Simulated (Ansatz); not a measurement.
# Si16H4F5: the cost of one run

Method: DFT PBE+D3(BJ), scalar-relativistic, plane waves, PAW, in Ansatz 0.2.0.

1 further run of the same task is left out (set aside as unsound or not needed).

## (1) The starting structure

Symmetry: P3m1, No. 156, trigonal system. Conventional cell: a = 3.834 Å, b = 3.834 Å, c = 22.977 Å, α = 90.00°, β = 90.00°, γ = 120.00°. Around Si (site symmetry 3m) lie 1 F at 1.62 Å. Si (site symmetry 3m) is surrounded by 4 Si at 2.34 to 2.35 Å. Si (site symmetry 3m) has 4 Si at 2.34 Å as nearest neighbours. Si (site symmetry 3m) has 1 H at 1.50 Å as nearest neighbours. Around F (site symmetry 3m) lie 1 Si at 1.62 Å. H (site symmetry 3m) has 1 Si at 1.50 Å as nearest neighbours.

As a file:

```xyz
24
Lattice="7.6672 0.0000 0.0000 -3.8336 6.6400 0.0000 0.0000 0.0000 22.9771" Properties=species:S:1:pos:R:3 pbc="T T T"
Si    3.8336    2.2133    9.6245
Si    1.9168    5.5333    9.6245
Si    0.0000    2.2133    9.6245
Si   -1.9168    5.5333    9.6245
Si    1.9168    3.3200   10.4070
Si    3.8336    0.0000   10.4070
Si   -1.9168    3.3200   10.4070
Si    0.0000    0.0000   10.4070
Si   -1.9168    3.3200   12.7520
Si    0.0000    0.0000   12.7520
Si    1.9168    3.3200   12.7520
Si    3.8336    0.0000   12.7520
Si    3.8336    4.4267   13.5150
Si    5.7504    1.1067   13.5150
Si    0.0000    4.4267   13.5150
Si    1.9168    1.1067   13.5150
F     3.8336    2.2133    8.0054
F     1.9168    5.5333    8.0054
F     0.0000    2.2133    8.0054
F    -1.9168    5.5333    8.0054
H     3.8336    4.4267   15.0183
H     5.7504    1.1067   15.0183
H     0.0000    4.4267   15.0183
H     1.9168    1.1067   15.0183
```

Planes are indexed in the bulk's conventional cell (Fd-3m (No. 227)), a = 5.422 Å, b = 5.422 Å, c = 5.422 Å, α = 90.00°, β = 90.00°, γ = 90.00°.

It is a (111) slab, 3.9 Å thick as cut, with 16 Å of vacuum, in a 2×2 surface cell; its outer planes are Si (top) and Si (bottom). An earlier relaxation, lower half held, gave -13476.1048 eV, gap on the mesh 1.19 eV, ionisation potential 4.62 eV (top face), 6.60 eV (bottom face), electron affinity 3.43 eV (top face), 5.42 eV (bottom face), dipole along +c 0.559 e·Å per cell.

## (2) F, anchor, over a top (H) site

input.yaml

```yaml
crystal:
  lattice:
    - [7.6671877233, 0.0, 0.0]
    - [-3.8335938617, 6.639979344, 0.0]
    - [0.0, 0.0, 24.9771453509]
  atoms:
    - { symbol: Si, position: [0.6666666667, 0.3333333333, 0.3853322654] }
    - { symbol: Si, position: [0.6666666667, 0.8333333333, 0.3853322654] }
    - { symbol: Si, position: [0.1666666667, 0.3333333333, 0.3853322654] }
    - { symbol: Si, position: [0.1666666667, 0.8333333333, 0.3853322654] }
    - { symbol: Si, position: [0.5, 0.5, 0.4166620694] }
    - { symbol: Si, position: [0.5, 0.0, 0.4166620694] }
    - { symbol: Si, position: [0.0, 0.5, 0.4166620694] }
    - { symbol: Si, position: [0.0, 0.0, 0.4166620694] }
    - { symbol: Si, position: [0.0, 0.5, 0.5105452492] }
    - { symbol: Si, position: [0.0, 0.0, 0.5105452492] }
    - { symbol: Si, position: [0.5, 0.5, 0.5105452492] }
    - { symbol: Si, position: [0.5, 0.0, 0.5105452492] }
    - { symbol: Si, position: [0.8333333333, 0.6666666667, 0.5410959749] }
    - { symbol: Si, position: [0.8333333333, 0.1666666667, 0.5410959749] }
    - { symbol: Si, position: [0.3333333333, 0.6666666667, 0.5410959749] }
    - { symbol: Si, position: [0.3333333333, 0.1666666667, 0.5410959749] }
    - { symbol: F, position: [0.6666666667, 0.3333333333, 0.3205098074] }
    - { symbol: F, position: [0.6666666667, 0.8333333333, 0.3205098074] }
    - { symbol: F, position: [0.1666666667, 0.3333333333, 0.3205098074] }
    - { symbol: F, position: [0.1666666667, 0.8333333333, 0.3205098074] }
    - { symbol: H, position: [0.8333333333, 0.6666666667, 0.6012801493] }
    - { symbol: H, position: [0.8333333333, 0.1666666667, 0.6012801493] }
    - { symbol: H, position: [0.3333333333, 0.6666666667, 0.6012801493] }
    - { symbol: H, position: [0.3333333333, 0.1666666667, 0.6012801493] }
    - { symbol: F, position: [0.8333333333, 0.6666666667, 0.6845562792], spin: 1.0 }
basis:
  ecutwfc: 420
kpoints:
  mp_grid: { grid: [3, 3, 1] }
hamiltonian:
  xc: pbe
  dispersion: d3bj
scf:
  occupations: { method: gaussian, width: 0.05 }
output:
  forces: true
  eigenvalues: true
  populations: true
  write_density: true
  write_potential: true
  elf: true
  volumetric_format: npy
magnetization:
  spin_polarized: true
relax:
  adjacent_minimum: "off"
  f_tol: 0.04
  max_steps: 100
  constraints: [{ sites: [0, 1, 2, 3, 4, 5, 6, 7] }]
efield:
  axis: 3
  dipole_correction: true
  ramp_width: 0.04
```

Command:

```bash
> ansatz run input.yaml --threads 4 --pin off --max-ram 10240MiB --backend cpu --events-out ev --progress --plain --runs-dir out
```

What time and memory should one allow on 4 threads of Intel Xeon Platinum 8375C at 2.90GHz (Ice Lake), shared host?

About 3.2 min, with a peak of 2.6 GiB.
